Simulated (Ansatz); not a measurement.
Molecular dynamics on a 2×2×3 supercell (24 atoms) of BN (CsCl type), relaxed with r2SCAN. Forces come from PBE in Ansatz 0.2.0: a Langevin thermostat at fixed volume, 800 K, steps of 1 fs. Computed, non-magnetic; the trajectory is short and the cell small, so nothing here is a converged average. The structure comes from a prototype and may be hypothetical.

```yaml
crystal:
  lattice:
    - [4.6296083791, 0.0, 0.0]
    - [0.0, 4.6296083791, 0.0]
    - [0.0, 0.0, 6.9444125686]
  atoms:
    - { symbol: B, position: [0.0, 0.0, 0.0] }
    - { symbol: "N", position: [0.25, 0.25, 0.1666666667] }
    - { symbol: B, position: [0.0, 0.0, 0.3333333333] }
    - { symbol: "N", position: [0.25, 0.25, 0.5] }
    - { symbol: B, position: [0.0, 0.0, 0.6666666667] }
    - { symbol: "N", position: [0.25, 0.25, 0.8333333333] }
    - { symbol: B, position: [0.0, 0.5, 0.0] }
    - { symbol: "N", position: [0.25, 0.75, 0.1666666667] }
    - { symbol: B, position: [0.0, 0.5, 0.3333333333] }
    - { symbol: "N", position: [0.25, 0.75, 0.5] }
    - { symbol: B, position: [0.0, 0.5, 0.6666666667] }
    - { symbol: "N", position: [0.25, 0.75, 0.8333333333] }
    - { symbol: B, position: [0.5, 0.0, 0.0] }
    - { symbol: "N", position: [0.75, 0.25, 0.1666666667] }
    - { symbol: B, position: [0.5, 0.0, 0.3333333333] }
    - { symbol: "N", position: [0.75, 0.25, 0.5] }
    - { symbol: B, position: [0.5, 0.0, 0.6666666667] }
    - { symbol: "N", position: [0.75, 0.25, 0.8333333333] }
    - { symbol: B, position: [0.5, 0.5, 0.0] }
    - { symbol: "N", position: [0.75, 0.75, 0.1666666667] }
    - { symbol: B, position: [0.5, 0.5, 0.3333333333] }
    - { symbol: "N", position: [0.75, 0.75, 0.5] }
    - { symbol: B, position: [0.5, 0.5, 0.6666666667] }
    - { symbol: "N", position: [0.75, 0.75, 0.8333333333] }
kpoints:
  mp_grid: { grid: [4, 4, 2] }
hamiltonian:
  xc: pbe
scf:
  occupations: { method: fermi_dirac, width: 0.069 }
md:
  ensemble: nvt_langevin
  temperature: 800
  timestep: 1.0
  n_steps: 30
  initial_velocities: maxwell_boltzmann
  seed: 4531
```

Run as `ansatz run input.yaml --threads 4 --pin off --max-ram 3686MiB --backend cpu --events-out ev --progress --plain --runs-dir out`.

Question: It ran on 4 threads of Arm Neoverse V1 (shared host). About how long did it take, and how much host memory at the peak?

Answer: About 2.3 min, with a peak of 0.66 GiB.

```
step  t (fs)  T (K)  free energy F from step 0 (meV/atom)  kinetic energy (meV/atom)  largest force (eV/Å)
   0       0    767                                   0.0                       99.1                  0.00
   1       1    737                                  -0.7                       95.3                  0.52
   2       2    765                                  -2.9                       98.9                  1.04
   3       3    773                                  -6.9                       99.9                  1.57
   4       4    851                                 -13.0                      110.0                  2.11
   5       5    899                                 -21.8                      116.1                  2.65
   6       6    964                                 -33.8                      124.7                  3.17
   7       7   1018                                 -49.4                      131.6                  3.70
   8       8   1175                                 -69.8                      151.9                  4.24
   9       9   1359                                 -96.4                      175.7                  4.79
  10      10   1601                                -130.7                      206.9                  5.46
  11      11   1873                                -174.3                      242.2                  6.09
  12      12   2235                                -228.4                      289.0                  6.64
  13      13   2726                                -294.2                      352.4                  7.09
  14      14   3280                                -372.7                      424.0                  7.42
  15      15   3922                                -463.6                      506.9                  7.59
  16      16   4596                                -564.7                      594.1                  7.59
  17      17   5366                                -672.6                      693.6                  7.40
  18      18   6228                                -782.9                      805.1                  7.03
  19      19   6923                                -888.6                      894.9                  6.49
  20      20   7584                                -983.5                      980.3                  7.27
  21      21   8123                               -1065.1                     1050.0                  9.27
  22      22   8520                               -1135.9                     1101.3                 10.84
  23      23   8907                               -1204.7                     1151.4                 12.49
  24      24   9327                               -1280.0                     1205.6                 13.16
  25      25   9859                               -1362.8                     1274.3                 12.07
  26      26  10386                               -1443.0                     1342.5                  9.68
  27      27  10685                               -1505.5                     1381.1                  6.96
  28      28  10676                               -1537.5                     1379.9                  5.32
  29      29  10411                               -1535.2                     1345.7                  6.12
  30      30  10001                               -1503.0                     1292.7                  8.05
```

The temperature starts at 767 K, is lowest at step 1 (737 K, 1 fs) and ends at 10001 K. The free energy ends below that of the starting lattice, which is therefore no minimum: the cell is distorting and heats up. By the last step the atoms have moved 0.76 Å in the root mean square, the drift of the whole cell taken out, 1.35 Å at most.

Positions (Å) and forces (eV/Å) at step 30:
```
B    0.007  -0.065  -0.171    -1.529   2.143  -4.017
N    1.776   1.135   1.111    -2.945  -0.957   6.172
B    0.100  -0.238   2.619    -1.888   1.110  -1.501
N   -0.064   1.220   3.630     1.262  -2.590   1.994
B    0.185  -0.229   4.343    -1.560   0.858  -0.805
N    1.750   1.686   5.766     0.501   1.253  -3.033
B   -0.466   2.463   0.047     3.233  -4.022   4.294
N    0.335   3.552   0.511     5.492  -1.490   5.694
B    0.474   2.405   3.118    -4.081   0.182  -0.986
N    1.227   3.641   2.990     1.200  -2.792  -2.115
B    0.088   2.050   5.187     1.202  -0.584  -0.318
N    1.231   3.982   5.122     1.543  -1.529   1.972
B    2.395  -0.277   0.299    -1.912   0.387  -4.416
N    3.964   1.668   1.357    -0.227   1.581   4.885
B    2.473   0.471   2.353    -0.365   1.270  -3.202
N    2.200   0.823   3.743     4.444  -0.893  -5.158
B    2.354  -0.755   3.910    -0.414   0.041   3.201
N    4.505   1.158   6.264    -2.962   1.230  -0.715
B    2.236   1.691   0.043     1.350   1.001  -3.594
N    2.757   3.865   1.449     0.794  -2.315   4.530
B    2.801   2.416   1.735     1.643  -0.023  -1.321
N    3.872   3.485   3.553    -2.147   2.691   0.611
B    2.240   1.933   4.501     0.899  -0.237   2.051
N    3.490   3.236   6.110    -3.534   3.685  -4.224
```
